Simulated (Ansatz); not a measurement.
# Cu: how settings move the results

Aim, for Cu: relax the cell with several choices of functional.

Method: DFT PBEsol, scalar-relativistic, plane waves, PAW for the base; runs at other levels say so in their headings and inputs, unless a step's input says otherwise, in Ansatz 0.2.0.

1 further run of the same task is left out (set aside as unsound or not needed). Runs told in other sessions of the task aren't counted.

## (1) The system as given

The structure is tetragonal, space group I4/mmm (No. 139). Conventional cell: a = 2.886 Å, b = 2.886 Å, c = 2.752 Å, α = 90.00°, β = 90.00°, γ = 90.00°. Around Cu (site symmetry 4/mmm) lie 10 Cu at 2.46 to 2.75 Å.

Coordinates:

```
Cu
1.0
    -1.44279    1.44279    1.37608
     1.44279   -1.44279    1.37608
     1.44279    1.44279   -1.37608
Cu
1
Cartesian
  0.0000 0.0000 0.0000
```

Source of the structure: the Materials Project (structure only). It is taken as it stands there.

## (2) The base run, which the others are set against

The input, input.yaml:

```yaml
crystal:
  lattice:
    - [-1.44279332, 1.44279332, 1.37608145]
    - [1.44279332, -1.44279332, 1.37608145]
    - [1.44279332, 1.44279332, -1.37608145]
  atoms:
    - { symbol: Cu, position: [0.0, 0.0, 0.0] }
basis:
  ecutwfc: 420
kpoints:
  mp_grid: { grid: [20, 20, 20] }
hamiltonian:
  xc: pbesol
scf:
  occupations: { method: gaussian, width: 0.1 }
output:
  forces: true
  stress: true
  eigenvalues: true
  populations: true
```

It was run beforehand and gave: -6588.7320 eV/atom at zero smearing, pressure -1.42 GPa, largest force 0.000 eV/Å, no gap on the mesh, in 6 SCF cycles and 15 s.

## (3) Relaxation, functional: LDA

The input, input.yaml:

```yaml
crystal:
  lattice:
    - [-1.44279332, 1.44279332, 1.37608145]
    - [1.44279332, -1.44279332, 1.37608145]
    - [1.44279332, 1.44279332, -1.37608145]
  atoms:
    - { symbol: Cu, position: [0.0, 0.0, 0.0] }
basis:
  ecutwfc: 420
kpoints:
  mp_grid: { grid: [20, 20, 20] }
hamiltonian:
  xc: lda
scf:
  occupations: { method: gaussian, width: 0.1 }
output:
  forces: true
  stress: true
  eigenvalues: true
relax:
  adjacent_minimum: "off"
  f_tol: 0.01
  max_steps: 60
  cell: { stress_tol: 0.05 }
```

Launch:

```bash
ansatz run input.yaml --threads 1 --pin off --max-ram 2560MiB --backend cpu --events-out ev --progress --plain --runs-dir out
```

## (4) Relaxation, functional: PBEsol

Changes to input.yaml since step 3:

```diff
@@ -12,3 +12,3 @@
 hamiltonian:
-  xc: lda
+  xc: pbesol
 scf:
```

## (5) Relaxing with functional PBE

Changes to input.yaml since step 4:

```diff
@@ -12,3 +12,3 @@
 hamiltonian:
-  xc: pbesol
+  xc: pbe
 scf:
```

## (6) Relaxing with functional r2SCAN

Changes to input.yaml since step 5:

```diff
@@ -8,3 +8,3 @@
 basis:
-  ecutwfc: 420
+  ecutwfc: 500
 kpoints:
@@ -12,3 +12,3 @@
 hamiltonian:
-  xc: pbe
+  xc: r2scan
 scf:
```

(Steps that only read results are left out.)

What results come out of these runs, taken together? Wanted: relaxed volume by functional.

The runs gave:

| quantity | value |
| --- | --- |
| relaxed volume by functional (Å³/atom) | LDA: 10.93; PBEsol: 11.36; PBE: 12.01; r2SCAN: 11.48 |

What this shows: The relaxed volumes span 9.9 %, from LDA (smallest) to PBE (largest).
